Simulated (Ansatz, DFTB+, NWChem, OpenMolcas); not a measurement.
Redistribution: C3H8O + C2H4OS → C3H8S + C2H4O2

Gas-phase species: C3H8O (1-propanol) `CCCO`, singlet; C2H4OS `CC(=O)S`, singlet; C3H8S `CCCS`, singlet; C2H4O2 (acetic acid) `CC(=O)O`, singlet. The partners trade OH for SH; both sit on C, so the bond types are kept.

Shapes, held fixed at every level: PBE0-D4/def2-TZVP. Flexible molecules stand in one conformer, not always the lowest. Programs: Ansatz 0.2.0, DFTB+ 25.1, NWChem 7.3.0, OpenMolcas 26.06. Electronic energies: no zero-point or thermal term.

```
                             level            kind  ΔE (kJ/mol)
                             DFTB1  semi-empirical        -32.7
                         HF/STO-3G    Hartree–Fock        -35.7
                          HF/3-21G    Hartree–Fock        -97.5
                       HF/def2-SVP    Hartree–Fock        -80.5
B3LYP/6-31G* (spherical functions)   global hybrid        -67.6
                     PBE0/def2-SVP   global hybrid        -71.8
```

PBE0/def2-SVP gives ΔE = -71.8 kJ/mol; the levels span -97.5 to -32.7. The median of the levels is -69.7. No measured value is set beside it here. PBE0/def2-SVP lies outside the range of the other correlated levels here, so it shouldn't be taken on trust. Rows in sets without polarisation functions are far from converged.
